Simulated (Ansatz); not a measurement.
**How far is PAW off for Pd?**

```
CELL_PARAMETERS angstrom
2.82855 0.00000 0.00000
-1.41428 2.44960 0.00000
0.00000 0.00000 4.71704
ATOMIC_POSITIONS crystal
Pd 0.33333 0.66667 0.25000
Pd 0.66667 0.33333 0.75000
```

Atoms are numbered in the order listed.

The cell was built from the hcp type and relaxed in the same program; it needn't be a known or the stable phase. The listed cell was then made from it by scaling, straining or moving an atom.

Spin polarisation is left out, and whether a magnetic state lies lower isn't shown here.

Levels of theory: DFT, PBE, PAW with Ansatz's default frozen-core files, scalar-relativistic (Ansatz 0.2.0); DFT, PBE, all-electron PAW with datasets made for the crystal, scalar-relativistic (Ansatz 0.2.0); DFT, PBE, all-electron LAPW, scalar-relativistic (Ansatz 0.2.0).

For PAW: a Γ-centred 15×15×8 k mesh, Fermi–Dirac smearing of 0.08 eV, cutoff 420 eV, no spin polarisation. The crystal-made all-electron datasets (AE datasets) take a cutoff of 260 eV at this cell. LAPW targets a basis error of 0.25 meV/atom. The Ansatz runs share mesh, smearing and spin set-up. Plane-wave (PAW) pressures include the program's estimate of the Pulay term.

Stress and pressure are positive in compression.

The change that made this cell: volume scaled by 1.06.

No spin–orbit coupling: at heavy atoms the gradients can be off by tens of per cent for that reason.

In a metal, gradients converge slowly with the k mesh: the values move by tens of per cent from one mesh to another, at times in sign, so only the comparison on one mesh counts.

```json
{"quantity": "pressure (GPa)", "PAW": "-8.18", "AE datasets": "-8.27", "LAPW": "-8.27"}
{"quantity": "stress xx (GPa)", "PAW": "-8.21", "AE datasets": "-8.32", "LAPW": "-8.32"}
{"quantity": "stress zz (GPa)", "PAW": "?", "AE datasets": "-8.19", "LAPW": "-8.19"}
{"quantity": "field gradient Vzz at Pd1 (10²¹ V/m²)", "PAW": "?", "AE datasets": "?", "LAPW": "–"}
```

Task: Give the missing entry: row "field gradient Vzz at Pd1 (10²¹ V/m²)", column "AE datasets".

Result: -1.61.

Task: Fill in "PAW" for the row "stress zz (GPa)".

Result: -8.11.

Task: Fill in "PAW" for the row "field gradient Vzz at Pd1 (10²¹ V/m²)".

Result: -1.56.
